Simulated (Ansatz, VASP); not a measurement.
**Two plane-wave programs on CuO**

```
CELL_PARAMETERS angstrom
0.00000 2.11747 2.11747
2.11747 0.00000 2.11747
2.11747 2.11747 0.00000
ATOMIC_POSITIONS crystal
Cu 0.00000 0.00000 0.00000
O 0.50000 0.50000 0.50000
```

Alike in both runs: task single point; functional PBE; k mesh 18 × 18 × 18; occupations gaussian, width 0.1 eV; no spin polarisation.

|  | VASP | Ansatz |
| --- | --- | --- |
| version | VASP 6.6.1 | Ansatz 0.2.0 |
| potentials or method | VASP PAW PBE potentials, release 64 (Cu, O) | scalar-relativistic, plane waves, PAW |
| plane-wave cutoff (eV) | 520 | 420 |
| valence electrons in the cell | 17 | 25 |

VASP gave:

* gap on the k mesh at the Fermi level (eV): none
* pressure (GPa): 1.5

Q: Which values does Ansatz return?

A: gap on the k mesh at the Fermi level (eV): none; pressure (GPa): 1.2.

A gap of «none» marks a metal or a gap that the smearing closes. The two sets of potentials don't hold the same shells in valence.

Caveats: an odd number of electrons without spin polarisation forces a metal; a magnetic or distorted state may lie lower; the run has no spin polarisation, though such a crystal can be magnetic; semilocal functionals often make such compounds metallic where correlation or magnetic order opens a gap, which also shifts bond lengths.
